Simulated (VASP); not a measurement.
**SnO: band structure with LDA**

Crystal: SnO.

```xyz
4
Lattice="3.8020 0.0000 0.0000 0.0000 3.8020 0.0000 0.0000 0.0000 4.8360" Properties=species:S:1:pos:R:3 pbc="T T T"
Sn    0.0000    1.9010    1.1534
Sn    1.9010    0.0000    3.6826
O     0.0000    0.0000    0.0000
O     1.9010    1.9010    0.0000
```

```yaml
Program: VASP 6.6.1
Task: band structure
Functional: LDA
Potentials_or_basis: VASP PAW LDA potentials, release 64 (Sn_d, O)
Cutoff: 520 eV
k_mesh: 8 × 8 × 6
Occupations: gaussian, width 0.02 eV
Spin: no spin polarisation
Further_INCAR_settings: ALGO = Fast; EDIFF = 1e-06
```

The band gap on the k mesh is 0.09 eV, indirect (least direct gap 1.96 eV) and the band gap along the path is 0.07 eV, indirect (least direct gap 1.96 eV).

Levels at the corners of the path, in eV from the valence-band top:
| point | band 18 | band 19 | band 20 | band 21 | band 22 | band 23 |
| --- | --- | --- | --- | --- | --- | --- |
| Γ | -3.16 | -3.16 | -0.02 | 2.07 | 4.25 | 4.67 |
| X | -4.86 | -2.70 | -2.70 | 3.14 | 3.14 | 5.87 |
| X | -4.86 | -2.70 | -2.70 | 3.14 | 3.14 | 5.87 |
| M | -2.48 | -1.88 | -1.88 | 0.07 | 0.07 | 4.38 |
| M | -2.48 | -1.88 | -1.88 | 0.07 | 0.07 | 4.38 |
| Γ | -3.16 | -3.16 | -0.02 | 2.07 | 4.25 | 4.67 |
| Γ | -3.16 | -3.16 | -0.02 | 2.07 | 4.25 | 4.67 |
| Z | -3.18 | -3.11 | -2.20 | 1.54 | 2.90 | 2.90 |
| Z | -3.18 | -3.11 | -2.20 | 1.54 | 2.90 | 2.90 |
| R | -4.82 | -1.72 | -1.72 | 2.56 | 2.56 | 5.37 |
| R | -4.82 | -1.72 | -1.72 | 2.56 | 2.56 | 5.37 |
| A | -2.70 | -2.48 | -2.48 | 2.36 | 2.36 | 3.99 |
| A | -2.70 | -2.48 | -2.48 | 2.36 | 2.36 | 3.99 |
| Z | -3.18 | -3.11 | -2.20 | 1.54 | 2.90 | 2.90 |
| X | -4.86 | -2.70 | -2.70 | 3.14 | 3.14 | 5.87 |
| R | -4.82 | -1.72 | -1.72 | 2.56 | 2.56 | 5.37 |
| M | -2.48 | -1.88 | -1.88 | 0.07 | 0.07 | 4.38 |
| A | -2.70 | -2.48 | -2.48 | 2.36 | 2.36 | 3.99 |

Wall time 3 min on 1 thread of Intel(R) Xeon(R) 6975P-C (Granite Rapids), on a shared host, peak memory 0.33 GiB.

Caveat: the log is that of the step along the path at fixed density, whose energy, stress, charges and moments have no meaning; spin-orbit coupling is left out, which moves the levels of the heavy elements. LDA gaps usually lie below the measured ones, often by a third to a half.
